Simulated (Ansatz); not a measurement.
## MgO: energy along a strain

MgO, P6_3/mmc, a = 3.486 Å, c = 4.178 Å (as given, not relaxed at this level: 4.5 GPa). This isn't the usual stable structure of the compound. Ansatz: PBE, PAW, 420 eV, Γ-centred 6×6×6 mesh on 4 atoms, Gaussian smearing 0.05 eV; no spin polarisation. Cell vectors (Å): 3.486 0.000 0.000; -1.743 3.019 0.000; 0.000 0.000 4.178. The cell is strained by x per cent times the pattern (0 1 0 0 0 0) in the order xx yy zz yz xz xy (engineering shears), with fractional coordinates held. y is the free energy over the start, V0 = 10.995 Å³/atom.

```tsv
x (%)	y (meV/atom)
-6.00	?
-4.50	33.27
-3.00	17.24
-1.50	6.35
0.00	0.00
1.50	-2.43
3.00	-1.39
4.50	2.58
5.25	5.56
6.00	9.16
```

**Question.** Fit y = c1 x + c2 x² + c3 x³ to the other rows, get the stiffness along the pattern, and predict the missing energy.

**Answer.** Least squares on the rows shown. y = −2.8902 x + 0.88535 x² − 0.025123 x³. The clamped-ion stiffness p·C·p = 2 × 8.854 eV × 160.2 / 10.995 Å³ = 258 GPa, which is C22 in these axes (second derivative at the start, which stands under stress). At x = -6.00 the fit asked for gives 54.64 meV/atom. The run gave 55.17 meV/atom, so the fit is 0.53 meV/atom too low, 0.92 % of the span of the series, against an rms of 0.05 meV/atom on the fitted rows. The row lies outside the fitted range. With a term in x⁴ added, a fit to the same known rows predicts 55.17 meV/atom, so most of the miss is curvature that the known rows already hold.

Cost: 10 runs of about 0.63 core-minutes in all, on Intel Xeon Processor @ 2.50GHz (Skylake/Cascade Lake) (shared hosts).